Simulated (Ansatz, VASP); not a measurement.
One calculation of Mg8O9 (a cell with a defect), two programs

```
CELL_PARAMETERS angstrom
0.00000 3.90700 3.90700
3.90700 0.00000 3.90700
3.90700 3.90700 0.00000
ATOMIC_POSITIONS crystal
Mg 0.99740 0.98790 0.01690
Mg 0.96682 0.97516 0.53941
Mg 0.96704 0.51010 0.00463
Mg 0.00401 0.48065 0.51080
Mg 0.48035 0.00413 0.03458
Mg 0.51773 0.97561 0.53920
Mg 0.51739 0.50998 0.00426
Mg 0.48751 0.49768 0.52689
O 0.24187 0.36450 0.15080
O 0.24269 0.24266 0.77225
O 0.24238 0.74239 0.27191
O 0.24245 0.74246 0.77196
O 0.74238 0.24284 0.27173
O 0.74231 0.24251 0.77198
O 0.74263 0.74257 0.27206
O 0.74269 0.74201 0.77176
O 0.24175 0.12058 0.39500
```

Alike in both runs: functional PBE; dispersion D3(BJ); k mesh 2 × 2 × 2; occupations fermi-dirac, width 0.05 eV; collinear spin.

Ansatz relaxed the structure, and its values are those at the end. VASP's run is a single point on that final structure, the one shown.

```csv
,VASP,Ansatz
version,VASP 6.6.1,Ansatz 0.2.0
potentials or method,"VASP PAW PBE potentials, release 64 (Mg, O)","scalar-relativistic, plane waves, PAW"
plane-wave cutoff (eV),520,420
valence electrons in the cell,70,134
```

Ansatz gave:

| Quantity | Value |
| --- | --- |
| gap on the k mesh at the Fermi level (eV) | 5.84 |
| rms of the force components (eV/Å) | 0.020 |
| net moment per atom (μB) | 0.00 |
| dispersion energy (meV/atom) | -369.3 |

Q: What did VASP give for the same quantities?

A: gap on the k mesh at the Fermi level (eV): 5.82; rms of the force components (eV/Å): 0.042; net moment per atom (μB): 0.00; dispersion energy (meV/atom): -369.3.

The two sets of potentials don't hold the same shells in valence. Ansatz warned: «seeded_moment_not_kept».

Caveats: the k mesh is coarse (spacing up to 0.70 Å⁻¹), so the values aren't converged.
